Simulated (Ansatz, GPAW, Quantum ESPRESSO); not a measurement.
## HfC: 5 runs at one level of theory

```
Hf C
1.0
     0.00000    2.32500    2.32500
     2.32500    0.00000    2.32500
     2.32500    2.32500    0.00000
Hf C
1 1
Cartesian
  2.3250 2.3250 2.3250
  0.0000 0.0000 0.0000
```

Alike in all runs: task band structure; functional LDA; k mesh 10 × 10 × 10; occupations fermi-dirac, width 0.05 eV; no spin polarisation; no spin-orbit coupling. LDA stands for any of its common fits. Pressure is positive in compression and, in plane waves, holds the error of the finite cutoff.

```json
{"program and potentials": "Quantum ESPRESSO, SG15 PBE 1.2", "plane-wave cutoff (eV)": "1197", "notes": "potentials made for PBE; 15 valence electrons an atom on average", "pressure (GPa)": "-14.77"}
{"program and potentials": "Quantum ESPRESSO, GBRV 1.5 LDA", "plane-wave cutoff (eV)": "612", "notes": "8 valence electrons an atom on average", "pressure (GPa)": "-11.50"}
{"program and potentials": "Ansatz, all-electron LAPW, scalar-relativistic", "plane-wave cutoff (eV)": "-", "notes": "-", "pressure (GPa)": "-11.79"}
{"program and potentials": "Quantum ESPRESSO, PseudoDojo 0.4.1 SR LDA standard", "plane-wave cutoff (eV)": "1116", "notes": "8 valence electrons an atom on average", "pressure (GPa)": "-13.66"}
{"program and potentials": "GPAW, the program's PAW data sets (release 1.2.1) made for this functional", "plane-wave cutoff (eV)": "800", "notes": "8 valence electrons an atom on average", "pressure (GPa)": "-11.26"}
```

The pressure spans -14.77 (Quantum ESPRESSO, SG15 PBE 1.2) to -11.26 GPa (GPAW, the program's PAW data sets (release 1.2.1) made for this functional), with all-electron results at -11.79. The cell lies far from this level's equilibrium. The pressure on the cell as given of Quantum ESPRESSO, SG15 PBE 1.2 lies far from the others; the cause wasn't traced.

The functional is the same throughout but for its coding, so the spread measures potentials, basis and numerics; runs on potential files found faulty are left out.
